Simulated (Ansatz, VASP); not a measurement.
## One calculation of PbO (Litharge), two programs

File run.py:

```python
from ase.calculators.vasp import Vasp
from ase.dft.bandgap import bandgap
from ase.io import read

atoms = read('POSCAR')
calc = Vasp(
    directory='calc',
    xc='pbe',
    pp='PBE',
    setups='minimal',
    prec='Accurate',
    encut=500,
    ediff=1e-06,
    ismear=0,
    sigma=0.05,
    lreal=False,
    lasph=True,
    nelm=80,
    algo='Fast',
    isif=2,
    lwave=False,
    lcharg=True,
    lelf=True,
    lvhar=True,
    kpts=[7, 7, 6],
    gamma=True,
)
atoms.calc = calc

print('energy (eV):', atoms.get_potential_energy())
print('free energy (eV):', atoms.get_potential_energy(force_consistent=True))
print('forces (eV/A):')
print(atoms.get_forces())
print('stress (eV/A^3, Voigt):', atoms.get_stress())
print('Fermi level (eV):', calc.get_fermi_level())
gap, top, bottom = bandgap(calc)
print('band gap (eV):', gap, 'from (spin, k, band)', top, 'to', bottom)
```

Contents of POSCAR:

```
PbO
1.0
    3.9900000000      0.0000000000      0.0000000000
    0.0000000000      3.9900000000      0.0000000000
    0.0000000000      0.0000000000      5.0100000000
Pb O
2 2
Direct
    0.5000000000      0.0000000000      0.7600000000
    0.0000000000      0.5000000000      0.2400000000
    0.5000000000      0.5000000000      0.0000000000
    0.0000000000      0.0000000000      0.0000000000
```

Contents of input.yaml:

```yaml
crystal:
  lattice:
    - [3.99, 0.0, 0.0]
    - [0.0, 3.99, 0.0]
    - [0.0, 0.0, 5.01]
  atoms:
    - { symbol: Pb, position: [0.5, 0.0, 0.76] }
    - { symbol: Pb, position: [0.0, 0.5, 0.24] }
    - { symbol: O, position: [0.5, 0.5, 0.0] }
    - { symbol: O, position: [0.0, 0.0, 0.0] }
hamiltonian:
  xc: pbe
  pseudopotentials: { kind: paw }
kpoints:
  mp_grid: { grid: [7, 7, 6] }
scf:
  occupations: { method: gaussian, width: 0.05 }
output:
  forces: true
  stress: true
  eigenvalues: true
```

Alike in both runs: task single point; functional PBE; k mesh 7 × 7 × 6; occupations gaussian, width 0.05 eV; no spin polarisation.

```csv
,VASP,Ansatz
version,VASP 6.6.1,Ansatz 0.2.0
potentials or method,"VASP PAW PBE potentials, release 64 (Pb, O)",Ansatz PAW
plane-wave cutoff (eV),500,420
valence electrons in the cell,20,40
```

VASP gave:

| Property | Result |
| --- | --- |
| gap on the k mesh at the Fermi level (eV) | 1.39 |
| least direct gap on the mesh (eV) | 2.35 |
| pressure (GPa) | 2.4 |
| largest component of the traceless stress (GPa) | 0.85 |
| rms of the force components (eV/Å) | 0.034 |

Which values does Ansatz return?

gap on the k mesh at the Fermi level (eV): 1.41; least direct gap on the mesh (eV): 2.39; pressure (GPa): 3.0; largest component of the traceless stress (GPa): 0.77; rms of the force components (eV/Å): 0.004.

Atom by atom the forces differ by 0.029 eV/Å (rms over components). With one functional, cell and mesh, what is left measures potentials, basis and numerics. The two sets of potentials don't hold the same shells in valence.

Caveats: spin-orbit coupling is left out, which as a rule narrows the gap of such compounds by several tenths of an eV; an odd mesh through Γ misses points on the zone boundary, where band edges often lie (VASP); odd divisions of the mesh miss points on the zone boundary, where band edges often lie, so the gap on the mesh can be too wide (Ansatz); the pressure holds a Pulay correction of +0.3 GPa for the finite cutoff (Ansatz).
